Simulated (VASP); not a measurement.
# PbSe in VASP: a series of runs, part 2 of 2

VASP 6.6.1. The steps go on from the part before.

## 4. Relaxation of cell and atoms, PBE

This run uses another cell than the first one, of 28.71 Å³/atom, 1.010 times its volume.

INCAR

```
SYSTEM = PbSe
PREC = Accurate
ENCUT = 600
EDIFF = 1E-6
ISMEAR = 0
SIGMA = 0.01
LREAL = .False.
LASPH = .True.
NELM = 80
ALGO = Normal
ISIF = 3
LWAVE = .False.
LCHARG = .False.
GGA = PE
IBRION = 2
NSW = 100
EDIFFG = -0.005
```

KPOINTS

```
Automatic mesh
0
Gamma
  10 10 10
  0 0 0
```

POSCAR

```
PbSe
1.0
    0.0000000000     -3.0621500000     -3.0621500000
    3.0621500000      0.0000000000     -3.0621500000
    3.0621500000     -3.0621500000      0.0000000000
Pb Se
1 1
Direct
    0.0000000000      0.0000000000      0.0000000000
    0.5000000000      0.5000000000      0.5000000000
```

Potentials or basis: VASP PAW PBE potentials, release 64 (Pb_d, Se).

The run is started by

```sh
$ cat potpaw_PBE.64/Pb_d/POTCAR potpaw_PBE.64/Se/POTCAR > POTCAR
$ mpirun -np 1 vasp_std > vasp.out
```

OUTCAR:

```text
SYSTEM = PbSe
   PREC = Accurate
   ENCUT = 600
   EDIFF = 1E-6
   ISMEAR = 0
   LREAL = .False.
   LASPH = .True.
   NELM = 80
   ISIF = 3
   GGA = PE
   IBRION = 2
   NSW = 100
   EDIFFG = -0.005

 ion  position               nearest neighbor table
   1  0.000  0.000  0.000-   2 3.06   2 3.06   2 3.06   2 3.06   2 3.06   2 3.06
   2  0.500  0.500  0.500-   1 3.06   1 3.06   1 3.06   1 3.06   1 3.06   1 3.06

  LATTYP: Found a face centered cubic cell.
 ALAT       =     6.1243000000

  Lattice vectors:

 A1 = (   0.0000000000,  -3.0621500000,  -3.0621500000)
 A2 = (   3.0621500000,   0.0000000000,  -3.0621500000)
 A3 = (   3.0621500000,  -3.0621500000,   0.0000000000)

Analysis of symmetry for initial positions (statically):
=====================================================================
 Subroutine PRICEL returns:
 Original cell was already a primitive cell.

 Routine SETGRP: Setting up the symmetry group for a
 face centered cubic supercell.

 Subroutine GETGRP returns: Found 48 space group operations
 (whereof 48 operations were pure point group operations)
 out of a pool of 48 trial point group operations.

The static configuration has the point symmetry O_h .

Analysis of symmetry for dynamics (positions and initial velocities):
=====================================================================
 Subroutine PRICEL returns:
 Original cell was already a primitive cell.

 Routine SETGRP: Setting up the symmetry group for a
 face centered cubic supercell.

 Subroutine GETGRP returns: Found 48 space group operations
 (whereof 48 operations were pure point group operations)
 out of a pool of 48 trial point group operations.

The dynamic configuration has the point symmetry O_h .

 Subroutine INISYM returns: Found 48 space group operations
 (whereof 48 operations are pure point group operations),
 and found     1 'primitive' translations

----------------------------------------------------------------------------------------

                                     Primitive cell

  volume of cell :      57.4261

  direct lattice vectors                    reciprocal lattice vectors
     0.000000000 -3.062150000 -3.062150000    -0.163283967 -0.163283967 -0.163283967
     3.062150000  0.000000000 -3.062150000     0.163283967  0.163283967 -0.163283967
     3.062150000 -3.062150000  0.000000000     0.163283967 -0.163283967  0.163283967

  length of vectors
     4.330534060  4.330534060  4.330534060     0.282816127  0.282816127  0.282816127

  position of ions in fractional coordinates (direct lattice)
     0.000000000  0.000000000  0.000000000
     0.500000000  0.500000000  0.500000000

  ion indices of the primitive-cell ions
   primitive index   ion index
                 1           1
                 2           2

----------------------------------------------------------------------------------------

 KPOINTS: Automatic mesh

Automatic generation of k-mesh.
 Grid dimensions read from file:
 generate k-points for:   10   10   10

 Generating k-lattice:

  Cartesian coordinates                     Fractional coordinates (reciprocal lattice)
    -0.016328397 -0.016328397 -0.016328397     0.100000000  0.000000000  0.000000000
     0.016328397  0.016328397 -0.016328397     0.000000000  0.100000000  0.000000000
     0.016328397 -0.016328397  0.016328397     0.000000000  0.000000000  0.100000000

  Length of vectors
     0.028281613  0.028281613  0.028281613

  Shift w.r.t. Gamma in fractional coordinates (k-lattice)
     0.000000000  0.000000000  0.000000000

 Subroutine IBZKPT returns following result:
 ===========================================

 Found     47 irreducible k-points:

 Following reciprocal coordinates:
            Coordinates               Weight
  0.000000  0.000000  0.000000      1.000000
  0.100000  0.000000  0.000000      8.000000
  0.200000  0.000000  0.000000      8.000000
  0.300000  0.000000  0.000000      8.000000
  0.400000  0.000000  0.000000      8.000000
  0.500000  0.000000  0.000000      4.000000
[... 16 lines left out ...]
  0.300000  0.300000  0.000000      6.000000
  0.400000  0.300000  0.000000     24.000000
 [... further k-points ...]
   k-points           NKPTS =     47   k-points in BZ     NKDIM =     47   number of bands    NBANDS=     14
   number of dos      NEDOS =    301   number of ions     NIONS =      2
   total plane-waves  NPLWV =  46656
   dimension x,y,z NGX =    36 NGY =   36 NGZ =   36
   dimension x,y,z NGXF=    72 NGYF=   72 NGZF=   72
   ions per type =               1   1
   NGX,Y,Z   is equivalent  to a cutoff of  13.82, 13.82, 13.82 a.u.
   NGXF,Y,Z  is equivalent  to a cutoff of  27.64, 27.64, 27.64 a.u.
 SYSTEM =  PbSe
   PREC   = accura    normal or accurate (medium, high low for compatibility)
   ISTART =      0    job   : 0-new  1-cont  2-samecut
   ICHARG =      2    charge: 1-file 2-atom 10-const
   ISPIN  =      1    spin polarized calculation?
   LNONCOLLINEAR =      F non collinear calculations
   LSORBIT =      F    spin-orbit coupling
   LASPH  =      T    aspherical Exc in radial PAW
   ENCUT  =  600.0 eV  44.10 Ry    6.64 a.u.   8.65  8.65  8.65*2*pi/ulx,y,z
   NELM   =     80;   NELMIN=  2; NELMDL= -5     # of ELM steps
   EDIFF  = 0.1E-05   stopping-criterion for ELM
   LREAL  =      F    real-space projection
   EDIFFG = -.5E-02   stopping-criterion for IOM
   NSW    =    100    number of steps for IOM
   IBRION =      2    ionic relax: 0-MD 1-quasi-New 2-CG
   NFREE  =      1    steps in history (QN), initial steepest desc. (CG)
   ISIF   =      3    stress and relaxation
   ISYM   =      2    0-nonsym 1-usesym 2-fastsym
   POTIM  = 0.5000    time-step for ionic-motion
   TEBEG  =    0.0;   TEEND  =   0.0 temperature during run
   PSTRESS=    0.0 pullay stress
   NELECT =      20.0000    total number of electrons
   NUPDOWN=      -1.0000    fix difference up-down
   EMIN   =  10.00;   EMAX   =-10.00  energy-range for DOS
   EFERMI =   0.00;   METHOD = LEGACY
   ISMEAR =     0;   SIGMA  =   0.01  broadening in eV -4-tet -1-fermi 0-gaus
   EFERMI_NEDOS =   21; number of points for ismear=-14 and -15
   IALGO  =     38    algorithm
   IMIX   =      4    mixing-type and parameters
     AMIX     =   0.40;   BMIX     =  1.00
     AMIX_MAG =   1.60;   BMIX_MAG =  1.00
  volume/ion in A,a.u.               =      28.71       193.77
  Fermi-wavevector in a.u.,A,eV,Ry     =   1.151812  2.176610 18.050462  1.326672
  Thomas-Fermi vector in A             =   2.288467
   LORBIT       =      0    0 simple, 1 ext, 2 COOP (PROOUT), +10 PAW based schemes
   GGA     = PE    functional components
   LHFCALC =     F    Hartree Fock is set to
   AEXX    =    0.0000 exact exchange contribution
   IVDW    =     0    specifies the selected vdW correction
   LEPSILON=     F    determine dielectric tensor
   LRPA    =     F    only Hartree local field effects (RPA)
 conjugate gradient relaxation of ions
 non-spin polarized calculation
 Gauss-broadening in eV      SIGMA  =   0.01
  energy-cutoff  :      600.00
  volume of cell :       57.43
 maximum number of plane-waves:      1936
   NGX = 17   NGY = 17   NGZ = 17

--------------------------------------- Ionic step        1  -------------------------------------------

 number of electron      20.0000001 magnetization

 Free energy of the ion-electron system (eV)
  ---------------------------------------------------
  ext. energy  EPLUGINS =         0.00000000
  ---------------------------------------------------
  free energy    TOTEN  =        -8.17887584 eV

  energy without entropy =       -8.17887584  energy(sigma->0) =       -8.17887584

 E-fermi :   5.1502     XC(G=0):  -9.5231

 val. band max:        5.0506534826   @ k =   0.5000   0.0000   0.0000
 cond. band min:       5.3467997079   @ k =   0.5000   0.0000   0.0000
 fundamental gap:      0.2961462252
 Fermi energy:         5.1502090433

 k-point     1 :       0.0000    0.0000    0.0000
  band No.  band energies     occupation
      1     -11.7836      2.00000
      2     -11.7836      2.00000
      3     -11.7836      2.00000
      4     -11.7795      2.00000
      5     -11.7795      2.00000
      6      -8.5303      2.00000
      7      -1.2556      2.00000
      8       3.1795      2.00000
      9       3.1795      2.00000
     10       3.1795      2.00000
     11       9.7593      0.00000
     12       9.7593      0.00000
     13       9.7593      0.00000
     14      11.5701      0.00000
[... 460 lines left out ...]
  energy  without entropy=       -8.1959421660  energy(sigma->0) =       -8.19594217

--------------------------------------- Ionic step        3  -------------------------------------------

 number of electron      20.0000002 magnetization

 Free energy of the ion-electron system (eV)
  ---------------------------------------------------
  ext. energy  EPLUGINS =         0.00000000
  ---------------------------------------------------
  free energy    TOTEN  =        -8.19790825 eV

  energy without entropy =       -8.19790825  energy(sigma->0) =       -8.19790825

 E-fermi :   4.5938     XC(G=0):  -9.3141

 val. band max:        4.4657808080   @ k =   0.5000   0.0000   0.0000
 cond. band min:       4.9040698496   @ k =   0.5000   0.0000   0.0000
 fundamental gap:      0.4382890416
 Fermi energy:         4.5938428609

 k-point     1 :       0.0000    0.0000    0.0000
  band No.  band energies     occupation
      1     -12.2685      2.00000
      2     -12.2685      2.00000
      3     -12.2685      2.00000
      4     -12.2623      2.00000
      5     -12.2623      2.00000
      6      -8.7066      2.00000
      7      -1.8777      2.00000
      8       2.8313      2.00000
      9       2.8313      2.00000
     10       2.8313      2.00000
     11       9.1049      0.00000
     12       9.1049      0.00000
     13       9.1049      0.00000
     14      11.1157      0.00000
[... 420 lines left out ...]
  FREE ENERGIE OF THE ION-ELECTRON SYSTEM (eV)
  ---------------------------------------------------
  free  energy   TOTEN  =        -8.1979082507 eV

  energy  without entropy=       -8.1979082507  energy(sigma->0) =       -8.19790825

 reached required accuracy - stopping structural energy minimisation
```

OSZICAR:

```text
N       E                     dE             d eps       ncg     rms          rms(c)
DAV:   1     0.165674721300E+03    0.16567E+03   -0.10613E+04  1316   0.161E+03
DAV:   2     0.504755716685E+01   -0.16063E+03   -0.15713E+03  1370   0.364E+02
[... 23 lines left out ...]
DAV:   1    -0.823956888455E+01   -0.43627E-01   -0.13157E+00  1610   0.204E+01    0.109E+00
DAV:   2    -0.820368851800E+01    0.35880E-01   -0.73158E-02  1610   0.499E+00    0.401E-01
DAV:   3    -0.819781269130E+01    0.58758E-02   -0.26684E-02  1616   0.279E+00    0.765E-02
DAV:   4    -0.819789607323E+01   -0.83382E-04   -0.60728E-04  1322   0.257E-01    0.286E-02
DAV:   5    -0.819790620430E+01   -0.10131E-04   -0.71748E-05  1666   0.117E-01    0.150E-02
DAV:   6    -0.819790911839E+01   -0.29141E-05   -0.61341E-06  1430   0.345E-02    0.209E-03
DAV:   7    -0.819790825068E+01    0.86771E-06   -0.44979E-07   688   0.853E-03
   3 F= -.81979083E+01 E0= -.81979083E+01  d E =-.190324E-01
```

Run time: 47 s. Hardware: 1 thread of Intel Xeon 6975P-C, shared host; peak memory 0.25 GiB.

What came out:

| Item | Value |
| --- | --- |
| Free energy | -8.1979 eV |
| Relaxed volume | 30.05 Å³/atom |
| Relaxed cell | a = 4.397 Å, b = 4.397 Å, c = 4.397 Å, α = 60.00°, β = 60.00°, γ = 60.00° |
| Space group after relaxing (to 0.05 Å) | Fm-3m (No. 225) |
| Energy gained by relaxing | 9.5 meV/atom |
| Ionic steps | 3 |
| Pressure after relaxing | 0.0 GPa |
| Band gap on the k mesh | 0.44 eV, direct |

Step by step:
| step | energy change (eV) | largest force (eV/Å) | pressure (GPa) | volume (Å³) |
| --- | --- | --- | --- | --- |
| 1 | 0.0000 | 0.0000 | 2.36 | 57.43 |
| 2 | -0.0171 | 0.0000 | -0.68 | 61.02 |
| 3 | -0.0190 | 0.0000 | 0.02 | 60.11 |

Final structure:
```
Pb Se
1.0
     0.00000   -3.10906   -3.10906
     3.10906    0.00000   -3.10906
     3.10906   -3.10906    0.00000
Pb Se
1 1
Direct
  0.00000 0.00000 0.00000
  0.50000 0.50000 0.50000
```

Caveat: spin-orbit coupling is left out, which moves the levels of the heavy elements. A k mesh can miss the band edges.

## 5. The runs side by side

```tsv
task	cell	cutoff (eV)	smearing	gap on the mesh (eV)	pressure (GPa)
single point	a = 4.341, b = 4.236, c = 4.289 Å, angles 61.2, 61.4, 60.0°, 2 atoms	520	gaussian 0.05 eV	0.24	3.2
single point	a = 4.397 Å, angles 60.0°, 2 atoms	520	gaussian 0.01 eV	0.44	0.0
relaxation of cell and atoms	relaxed from a = 4.331 Å, angles 60.0°, 2 atoms	600	gaussian 0.01 eV	0.44	0.0
```

Alike in all rows: level PBE; potentials or basis VASP PAW PBE potentials, release 64 (Pb_d, Se); no spin polarisation; k mesh 10 × 10 × 10.

Caveats: spin-orbit coupling is left out, which moves the levels of the heavy elements.

Absolute energies hang on the potentials; compare differences alone.

## 6. Comparison with measurements

Step 3. Against the measured gap of PbSe, 0.28 eV (direct; 300 K; a printed reference work, monograph), the calculated 0.44 eV is off by +0.16 eV. 2 values of this kind are on record (0.15 to 0.28 eV); this one was drawn at random. Spin-orbit coupling on Pb, Se is left out. The value is that of PBE on a finite k mesh, which can miss the band edges, without temperature or zero-point motion.
